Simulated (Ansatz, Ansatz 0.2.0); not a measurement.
# Elastic constants of B2 FeTi: the effect of cell volume and functional

## The measurement

The reference is a set of three cubic elastic constants of FeTi, C11, C12 and C44, quoted as literature values in "Microstructural and Mechanical Properties of Binary Ti-Rich Fe–Ti, Al-Rich Fe–Al, and Ti–Al Alloys" (2019, PubMed Central 6384648). The method is ultrasonic resonance and velocity. What is observed is therefore a set of sound speeds or resonance frequencies, from which the constants follow with the density and, for resonance, the sample shape. We take the values to be adiabatic single-crystal constants at room temperature, although the temperature is not given with them. C12 is usually the least certain of the three, since it is obtained by difference. The composition of the crystal also matters: iron antisites in FeTi can carry local moments, and the compound takes up hydrogen and oxygen. Since the numbers reach us second-hand, we treat them as a good but not unassailable reference.

| compared with | measured | source's wording or label | method |
| --- | --- | --- | --- |
| C11 (GPa) | 310 | C11 | ultrasonic resonance and velocity |
| C12 (GPa) | 86 | C12 | ultrasonic resonance and velocity |
| C44 (GPa) | 74.9 | C44 | ultrasonic resonance and velocity |

Conditions are those given with the value in the passage it was taken from; "not stated" means there, and the paper may say more elsewhere. The values are a selection: others may have been left out beforehand as unlike or outlying.

## Model and target

We want C11, C12 and C44 of ordered, stoichiometric FeTi, each within 10 % of the measured value. That is about the usual error of a semilocal functional for the elastic constants of a transition-metal compound, and it leaves room for thermal softening, roughly a few per cent between the static lattice and room temperature. The bulk and shear moduli serve for interpretation only, and the Debye temperature is not compared here.

The model is the two-atom B2 cell without spin polarisation, which suits a Pauli paramagnet. Both atoms sit at inversion centres, so a homogeneous strain causes no internal displacement and ionic relaxation should not matter. Volume should matter much more. LDA, and to a lesser degree PBEsol, make 3d metals too dense and hence too stiff. We therefore commit to LDA strains about the diffraction cell, a = 2.976 Å, where this volume error is removed. The price is that the cell is then under tension in the calculation, and the constants of a stressed crystal depend somewhat on their definition, C12 and C44 included.

Coarse k meshes are passed over: the Fermi level lies near a pseudogap, and shear strains shift states across it. After the first comparison we turn to mesh and smearing.

Plain PBE isn't shown in this study.

System: FeTi (iron titanium), B2 (CsCl type); Pm-3m (No. 221), 2 atoms in the primitive cell; the database structure is a diffraction structure: a = 2.976 Å; structure from the Crystallography Open Database.

On the selection of runs and values: Further runs on this system are not shown.

## 1. Separating volume from functional

LDA at the diffraction cell is the level we expect to come closest. The same calculation at the relaxed LDA cell differs only in volume and shows how much of the stiffness comes from the contraction. PBEsol at its own relaxed cell is the neighbouring level for scale. We expect relaxed LDA to be the stiffest of the three and clearly too high in C11, with PBEsol somewhat below it.

**Run 1.** Ansatz 0.2.0: LDA, atoms relaxed in the database cell, PAW set soft_2, cutoff 420 eV (default), 26x26x26 k mesh, Methfessel-Paxton smearing 0.25 eV; elastic constants by two-point finite strains with relaxed ions, amplitude 0.01.

Key lines of the input:
```
crystal:
  # lattice and atoms
kpoints:
  mp_grid: { grid: [26, 26, 26] }
hamiltonian:
  xc: lda
scf:
  occupations: { method: methfessel_paxton, width: 0.25 }
output:
  forces: true
  stress: true
elastic:
  mode: relaxed_ion
  stencil: two_point
  amplitude: 0.01
```

Command:
```
ansatz run input.yaml --threads 4 --pin off --max-ram 16384MiB --backend cpu --events-out ev --progress --plain --runs-dir out
```

Selected lines of the output:
```
  C = ∂σ_k/∂η_j (tension-positive GPa; Voigt order 11 22 33 23 13 12):
       327.142     63.242     63.242     -0.000     -0.000     -0.000
        -0.000     -0.000     -0.000     55.738      0.000      0.000
```

Converged; 63 s on 4 cores of Intel Xeon Platinum 8259CL at 2.50GHz (Skylake/Cascade Lake), shared host.

**Run 2.** Ansatz 0.2.0: LDA, cell and atoms relaxed in a first step at this level from the database structure (its input isn't shown), PAW set soft_2, cutoff 420 eV (default), 26x26x26 k mesh, Methfessel-Paxton smearing 0.25 eV; elastic constants by two-point finite strains with relaxed ions, amplitude 0.01.

Key lines of the input:
```
crystal:
  # lattice and atoms
kpoints:
  mp_grid: { grid: [26, 26, 26] }
hamiltonian:
  xc: lda
scf:
  occupations: { method: methfessel_paxton, width: 0.25 }
output:
  forces: true
  stress: true
elastic:
  mode: relaxed_ion
  stencil: two_point
  amplitude: 0.01
```

Selected lines of the output:
```
  C = ∂σ_k/∂η_j (tension-positive GPa; Voigt order 11 22 33 23 13 12):
       439.111    119.699    119.699     -0.000     -0.000     -0.000
        -0.000     -0.000     -0.000     74.867      0.000      0.000
```

Converged; 64 s on 4 cores of Arm Neoverse V2, shared host.

**Run 3.** Ansatz 0.2.0: PBEsol, cell and atoms relaxed in a first step at this level from the database structure (its input isn't shown), PAW set soft_2, cutoff 420 eV (default), 26x26x26 k mesh, Methfessel-Paxton smearing 0.25 eV; elastic constants by two-point finite strains with relaxed ions, amplitude 0.01.

Key lines of the input, as changed from run 1:
```diff
  hamiltonian:
-   xc: lda
+   xc: pbesol
```

Selected lines of the output:
```
  C = ∂σ_k/∂η_j (tension-positive GPa; Voigt order 11 22 33 23 13 12):
       417.931    107.132    107.132     -0.000     -0.000     -0.000
```

Converged; 81 s on 4 cores of Intel Xeon Platinum 8259CL at 2.50GHz (Skylake/Cascade Lake), shared host.

| quantity | run 1 | run 2 | run 3 | measured |
| --- | --- | --- | --- | --- |
| C11 (GPa) | 327.1 | 439.1 | 417.9 | 310 |
| C12 (GPa) | 63.2 | 119.7 | 107.1 | 86 |
| C44 (GPa) | 55.7 | 74.9 | 78.0 | 74.9 |
| conventional cell volume (Å³) | – | 24.02 | 24.80 |  |
| pressure (GPa) | −17.334061 | −0.000651 | −0.008055 |  |
| B (Reuss) (GPa) | 151.2 | 226.2 | 210.7 |  |
| G (Hill) (GPa) | 79.4 | 101.9 | 103.2 |  |

None of the three levels meets the whole target. LDA at the diffraction cell brings C11 to 327.1 GPa, about 6 % above the measured 310 GPa, but C12 and C44 both come out about a quarter too low. We had expected this level to come closest throughout, and that holds for C11 only.

At their own relaxed cells, LDA and PBEsol reverse the pattern. C44 is good at both, while C11 is too high by 42 % and 35 %, and C12 by 39 % and 25 %. Relaxed LDA is the stiffest in C11 and C12, as expected, but PBEsol lies slightly above it in C44 and in G. Between the two LDA runs only the cell differs, so the 112 GPa between their C11 values is the effect of volume. Fixing the volume does not cure the functional, however, since it spoils the C44 that the relaxed cell gives.

The diffraction cell is under a tension of 17.3 GPa in LDA, close in size to the deficits in C12 and C44. Could the definition of the constants under stress account for them? Going from one common definition to the other shifts C12 and C44 in opposite directions, by amounts of the order of the pressure. Both are too low, so no such conversion repairs the two together.

## 2. Mesh, smearing and cutoff at relaxed LDA

Before the excess in C11 and C12 is put down to the functional, the numerical settings have to be examined. We do this for LDA at its relaxed cell, where no residual stress clouds the constants. One run has a denser k mesh and one a narrower smearing, both of which bear on states near the pseudogap. The third has a higher cutoff on a somewhat coarser mesh, so its difference from the earlier run will contain both changes. We expect shifts of a few GPa, most visible in C44, and none that closes a gap of more than 100 GPa in C11.

**Run 4.** Ansatz 0.2.0: LDA, cell and atoms relaxed in a first step at this level from the database structure (its input isn't shown), PAW set soft_2, cutoff 420 eV (default), 32x32x32 k mesh, Methfessel-Paxton smearing 0.25 eV; elastic constants by two-point finite strains with relaxed ions, amplitude 0.01.

Key lines of the input, as changed from run 1:
```diff
  kpoints:
-   mp_grid: { grid: [26, 26, 26] }
+   mp_grid: { grid: [32, 32, 32] }
```

Selected lines of the output:
```
  C = ∂σ_k/∂η_j (tension-positive GPa; Voigt order 11 22 33 23 13 12):
       439.220    119.669    119.669     -0.000     -0.000     -0.000
        -0.000      0.000      0.000     74.828      0.000      0.000
```

Converged; 2.3 min on 4 cores of Arm Neoverse V1, shared host.

**Run 5.** Ansatz 0.2.0: LDA, cell and atoms relaxed in a first step at this level from the database structure (its input isn't shown), PAW set soft_2, cutoff 420 eV (default), 26x26x26 k mesh, Methfessel-Paxton smearing 0.1 eV; elastic constants by two-point finite strains with relaxed ions, amplitude 0.01.

Key lines of the input, as changed from run 1:
```diff
  scf:
-   occupations: { method: methfessel_paxton, width: 0.25 }
+   occupations: { method: methfessel_paxton, width: 0.1 }
```

Selected lines of the output:
```
  C = ∂σ_k/∂η_j (tension-positive GPa; Voigt order 11 22 33 23 13 12):
       118.962    439.184    118.962     -0.000     -0.000     -0.000
        -0.000     -0.000     -0.000     74.775      0.000      0.000
```

Converged; 81 s on 4 cores of Intel Xeon Platinum 8259CL at 2.50GHz (Skylake/Cascade Lake), shared host.

**Run 6.** Ansatz 0.2.0: LDA, cell and atoms relaxed in a first step at this level from the database structure (its input isn't shown), PAW set soft_2, cutoff 550 eV, 20x20x20 k mesh, Methfessel-Paxton smearing 0.25 eV; elastic constants by two-point finite strains with relaxed ions, amplitude 0.01.

Key lines of the input, as changed from run 1:
```diff
  kpoints:
-   mp_grid: { grid: [26, 26, 26] }
+   mp_grid: { grid: [20, 20, 20] }
+ basis:
+   ecutwfc: 550.0
```

Selected lines of the output:
```
  C = ∂σ_k/∂η_j (tension-positive GPa; Voigt order 11 22 33 23 13 12):
       439.148    119.690    119.690     -0.000     -0.000     -0.000
        -0.000     -0.000     -0.000     75.099      0.000      0.000
```

Converged; 55 s of wall time.

| quantity | run 4 | run 5 | run 6 | measured |
| --- | --- | --- | --- | --- |
| C11 (GPa) | 439.2 | 439.2 | 439.1 | 310 |
| C12 (GPa) | 119.7 | 119.0 | 119.7 | 86 |
| C44 (GPa) | 74.8 | 74.8 | 75.1 | 74.9 |
| conventional cell volume (Å³) | 24.02 | 24.02 | 24.02 |  |
| pressure (GPa) | −0.000685 | −0.000677 | 0.004948 |  |
| B (Reuss) (GPa) | 226.2 | 225.7 | 226.2 |  |
| G (Hill) (GPa) | 101.9 | 102.0 | 102.1 |  |

The constants of relaxed LDA hardly respond to any of these settings. The denser mesh moves all three by about 0.1 GPa or less. The narrower smearing lowers C12 by 0.7 GPa, the largest change of the series, and leaves C11 and C44 within 0.1 GPa. With the higher cutoff on the coarser mesh, C44 rises by 0.2 GPa and the other two stay put; as both settings changed together, that small shift is not assigned to either.

We had expected shifts of a few GPa, mainly in C44. They are smaller than that, and the largest is in C12. The excess of 129 GPa in C11 and of about 34 GPa in C12 therefore does not come from mesh, smearing or cutoff at this level. The agreement in C44 is equally stable, at 74.8 to 75.1 GPa against the measured 74.9 GPa. These checks apply to LDA at its relaxed cell. They do not carry over to the stretched diffraction cell or to PBEsol, and a check of the PAW set, which all these runs share, is not shown in this report.

## 3. Strain amplitude at relaxed LDA

The finite strain itself has yet to be examined. We halve the amplitude to 0.005 for LDA at its relaxed cell and keep the mesh, smearing and cutoff of the first run there. If anharmonic terms contributed to the excess in C11 and C12, the constants would shift with the amplitude. We expect a change far too small to alter the comparison with experiment.

**Run 7.** Ansatz 0.2.0: LDA, cell and atoms relaxed in a first step at this level from the database structure (its input isn't shown), PAW set soft_2, cutoff 420 eV (default), 26x26x26 k mesh, Methfessel-Paxton smearing 0.25 eV; strain amplitude 0.005; elastic constants by two-point finite strains with relaxed ions.

Key lines of the input, as changed from run 1:
```diff
  elastic:
-   amplitude: 0.01
+   amplitude: 0.005
```

Selected lines of the output:
```
  C = ∂σ_k/∂η_j (tension-positive GPa; Voigt order 11 22 33 23 13 12):
       439.119    119.560    119.560     -0.000     -0.000     -0.000
        -0.000      0.000     -0.000     74.843      0.000      0.000
```

Converged; 82 s of wall time.

| quantity | run 7 | measured | deviation |
| --- | --- | --- | --- |
| C11 (GPa) | 439.1 | 310 | +129.1 (+41.7 %) |
| C12 (GPa) | 119.6 | 86 | +33.6 (+39.0 %) |
| C44 (GPa) | 74.8 | 74.9 | −0.1 (−0.1 %) |
| conventional cell volume (Å³) | 24.02 |  |  |
| pressure (GPa) | −0.000651 |  |  |
| B (Reuss) (GPa) | 226.1 |  |  |
| G (Hill) (GPa) | 101.9 |  |  |

Halving the strain amplitude changes C12 by about 0.1 GPa and C11 and C44 by less. Anharmonic terms in the finite strains therefore play no part in the excess of C11 and C12, and the relaxed LDA constants stand as they were.

## Collected results

| run | settings | C11 (GPa) | C12 (GPa) | C44 (GPa) | mean abs. dev. of these columns (%) | cost |
| --- | --- | --- | --- | --- | --- | --- |
| 1 | LDA, atoms relaxed in the database cell, cutoff 420 eV (default), 26x26x26 k mesh, Methfessel-Paxton smearing 0.25 eV, amplitude 0.01 | 327.1 | 63.2 | 55.7 | 19.2 | 4.2 core-min |
| 2 | LDA, cutoff 420 eV (default), 26x26x26 k mesh, Methfessel-Paxton smearing 0.25 eV, amplitude 0.01 | 439.1 | 119.7 | 74.9 | 27.0 | 4.3 core-min |
| 3 | PBEsol, cutoff 420 eV (default), 26x26x26 k mesh, Methfessel-Paxton smearing 0.25 eV, amplitude 0.01 | 417.9 | 107.1 | 78.0 | 21.2 | 5.4 core-min |
| 4 | LDA, cutoff 420 eV (default), 32x32x32 k mesh, Methfessel-Paxton smearing 0.25 eV, amplitude 0.01 | 439.2 | 119.7 | 74.8 | 27.0 | 9.4 core-min |
| 5 | LDA, cutoff 420 eV (default), 26x26x26 k mesh, Methfessel-Paxton smearing 0.1 eV, amplitude 0.01 | 439.2 | 119.0 | 74.8 | 26.7 | 5.4 core-min |
| 6 | LDA, cutoff 550 eV, 20x20x20 k mesh, Methfessel-Paxton smearing 0.25 eV, amplitude 0.01 | 439.1 | 119.7 | 75.1 | 27.0 | 3.6 core-min |
| 7 | LDA, cutoff 420 eV (default), 26x26x26 k mesh, Methfessel-Paxton smearing 0.25 eV, strain amplitude 0.005 | 439.1 | 119.6 | 74.8 | 26.9 | 5.5 core-min |
|  | measured | 310 | 86 | 74.9 |  |  |

Further runs on the same system, made beside this series (convergence steps with loose settings among them):

| further | settings | C11 (GPa) | C12 (GPa) | C44 (GPa) | mean abs. dev. of these columns (%) | cost |
| --- | --- | --- | --- | --- | --- | --- |
| F1 | r2SCAN, cutoff 500 eV (default), 20x20x20 k mesh, Methfessel-Paxton smearing 0.25 eV, amplitude 0.01 | 426.7 | 95.5 | 92.8 | 24.2 | 5.7 core-min |
| F2 | BLYP, cutoff 420 eV (default), 20x20x20 k mesh, Methfessel-Paxton smearing 0.25 eV, amplitude 0.01 | 350.9 | 92.0 | 62.8 | 12.1 | 2.5 core-min |
| F3 | LDA, cutoff 420 eV (default), 18x18x18 k mesh, Methfessel-Paxton smearing 0.25 eV, amplitude 0.01 | 439.0 | 119.6 | 74.2 | 27.2 | 1.7 core-min |
| F4 | LDA, cutoff 420 eV (default), 12x12x12 k mesh, Methfessel-Paxton smearing 0.25 eV, amplitude 0.01 | 441.6 | 118.5 | 72.2 | 27.9 | under 1 core-min |
|  | measured | 310 | 86 | 74.9 |  |  |

## Outcome

LDA at the diffraction cell, the level we committed to, misses the target. C11 is within 10 % of the measured value, but C12 and C44 are about a quarter too low, at a cost of 4.2 core-minutes. No other level shown meets all three limits either. BLYP has the smallest mean deviation, 12.1 %, but passes only in C12.

Neither single agreement should be taken as a success of the functional. Stretching the crystal to a tension of 17.3 GPa brings C11 close but leaves C44 too low, and the relaxed cell matches C44 only at a volume that is too small. In LDA the ratio C44/C11 is roughly 0.17 at both cells, against roughly 0.24 from the measured values, so changing the volume trades one miss for another. Fixing the volume gave the smallest mean deviation of the numbered runs, 19.2 %, but was not a sufficient remedy, though the pair of LDA runs usefully showed how strongly volume acts.

At relaxed LDA, C11 is 129 GPa too high. The tests of mesh, smearing, cutoff and strain amplitude moved it by about 0.1 GPa, so those settings are not the cause. One or two of these tests would have been better spent on the diffraction cell, for which a convergence check is not shown in this report. Thermal softening of a few per cent would remove only a small part of the excess. At the diffraction cell, which already includes thermal expansion, any remaining softening would widen the misses in C12 and C44.

Every level shown puts C11 too high, by 13 to 38 % even with BLYP, PBEsol and r2SCAN. The functionals may share an error, and the PAW set may contribute; a check against another set is not shown in this report. The reference is open to doubt as well: it is second-hand, and antisites or dissolved hydrogen could have altered the crystal, by an amount we cannot estimate. PBE at its own relaxed cell, not shown in this report, is the natural further comparison.

[Logs are printed without paths, hosts, clocks, repeated set-up lines and the standing remarks that a program may print on its own settings, such as how far it seeks lower states.]

[The runs shown are a pick from a larger set of finished runs; failed, doubtful and other runs were left out of it ahead of writing. So were measured values far from every level or from commonly accepted values, and agreement can look better than it is. Lines of input and output are excerpts and may be shortened.]
